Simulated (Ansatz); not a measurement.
The system is Re.

```
Re
1.0
     2.76639    0.00000    0.00000
    -1.38319    2.39576    0.00000
     0.00000    0.00000    8.93885
Re
4
Direct
  0.66667 0.33333 0.75000
  0.00000 0.00000 0.50000
  0.33333 0.66667 0.25000
  0.00000 0.00000 0.00000
```

- Program: Ansatz 0.2.0
- Task: relaxation of cell and atoms
- Functional: RPBE
- Dispersion: D3(BJ)
- Potentials or basis: Ansatz PAW
- Cutoff: 420 eV (not typed: the program's choice for these potentials)
- k mesh: 11 × 11 × 3
- Occupations: fermi-dirac, width 0.05 eV
- Spin: no spin polarisation

At the start: volume 14.81 Å³/atom.

Problem. How do energy, volume and symmetry change on relaxing?

Solution. It ends after 6 steps and the volume is 13.42 Å³/atom (-9.4 %); space group P6_3/mmc (No. 194, to 0.05 Å).

Step by step:
```csv
step,energy change (eV),largest force (eV/Å),volume (Å³)
1,0.0000,0.0000,59.24
2,-0.5249,0.0000,51.11
3,-0.7179,0.0000,54.12
4,-0.7231,0.0000,53.73
5,-0.7232,0.0000,53.70
6,-0.7163,0.0000,53.70
```

Final structure:
```cif
data_structure
_symmetry_space_group_name_H-M 'P 1'
_symmetry_Int_Tables_number 1
_cell_length_a 2.6768
_cell_length_b 2.6768
_cell_length_c 8.6538
_cell_angle_alpha 90.000
_cell_angle_beta 90.000
_cell_angle_gamma 120.000
_cell_volume 53.70
loop_
_atom_site_label
_atom_site_type_symbol
_atom_site_fract_x
_atom_site_fract_y
_atom_site_fract_z
_atom_site_occupancy
Re1 Re 0.66667 0.33333 0.75000 1
Re2 Re 0.00000 0.00000 0.50000 1
Re3 Re 0.33333 0.66667 0.25000 1
Re4 Re 0.00000 0.00000 0.00000 1
```

Caveat: the plane-wave basis is chosen anew once the cell has moved, so the energies of steps on either side of that aren't comparable; the PAW data sets come from PBE, with cores solved anew for the run's functional, which leaves a small shift of forces and pressure.
